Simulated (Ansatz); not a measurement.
**Every step of a relaxation of AlAs (zincblende type)**

DFT, LDA, PAW with Ansatz's default frozen-core files, scalar-relativistic (Ansatz 0.2.0); a Γ-centred 11×11×11 k mesh, Fermi–Dirac smearing of 0.08 eV, no spin polarisation. The run relaxes cell and atoms at a target pressure of 0 GPa.

Command: `ansatz run input.yaml --threads 1 --pin off --max-ram 2048MiB --backend cpu --events-out ev --progress --plain --runs-dir out` It took 27 s on 1 thread of Intel(R) Xeon(R) Processor @ 2.50GHz (Skylake/Cascade Lake), on a shared host, peak memory 0.38 GiB.

```yaml
crystal:
  lattice:
    - [0.0, 2.892969766, 2.892969766]
    - [2.892969766, 0.0, 2.892969766]
    - [2.892969766, 2.892969766, 0.0]
  atoms:
    - { symbol: Al, position: [0.0, 0.0, 0.0] }
    - { symbol: As, position: [0.25, 0.25, 0.25] }
kpoints:
  mp_grid: { grid: [11, 11, 11] }
scf:
  occupations: { method: fermi_dirac, width: 0.08 }
hamiltonian:
  xc: lda
  pseudopotentials: { kind: paw }
output:
  forces: true
  stress: true
  write_density: true
  write_potential: true
  elf: true
  volumetric_format: npy
relax:
  f_tol: 0.005
  max_steps: 40
  cell: {}
```

Each step lists its free energy a cell above the last geometry, the pressure, the cell vectors (Å), and Cartesian positions (Å) with forces (eV/Å).

The first step:

```
step 1  dF = 67.59 meV  P = -5.21 GPa
  cell 0.0000 2.8930 2.8930  2.8930 0.0000 2.8930  2.8930 2.8930 0.0000
  Al 0.0000 0.0000 0.0000   0.0000 0.0000 0.0000
  As 1.4465 1.4465 1.4465   0.0000 0.0000 0.0000
```

The PAW files were made under PBE.

The symmetry of the start is kept and no stability test is made, so the end need not be the stable phase.

Problem. Where does the relaxation end, and by which steps?

Solution. After 3 geometries, with conventional a, b, c = 5.628, 5.628, 5.628 Å, at 22.287 Å³/atom (-7.95 % against the start) in space group F-43m, with a shortest distance of 2.437 Å. The further steps:
```
step 2  dF = 0.24 meV  P = -0.32 GPa
  cell 0.0000 2.8188 2.8188  2.8188 0.0000 2.8188  2.8188 2.8188 0.0000
  Al 0.0000 0.0000 0.0000   0.0000 0.0000 0.0000
  As 1.4094 1.4094 1.4094   0.0000 0.0000 0.0000
step 3  dF = 0.00 meV  P = 0.05 GPa
  cell 0.0000 2.8142 2.8142  2.8142 0.0000 2.8142  2.8142 2.8142 0.0000
  Al 0.0000 0.0000 0.0000   0.0000 0.0000 0.0000
  As 1.4071 1.4071 1.4071   0.0000 0.0000 0.0000
step 4  dF = 0.53 meV  P = 0.03 GPa  (same geometry on a basis chosen anew; earlier energies don't compare to the last digit)
  cell 0.0000 2.8142 2.8142  2.8142 0.0000 2.8142  2.8142 2.8142 0.0000
  Al 0.0000 0.0000 0.0000   0.0000 0.0000 0.0000
  As 1.4071 1.4071 1.4071   0.0000 0.0000 0.0000
```
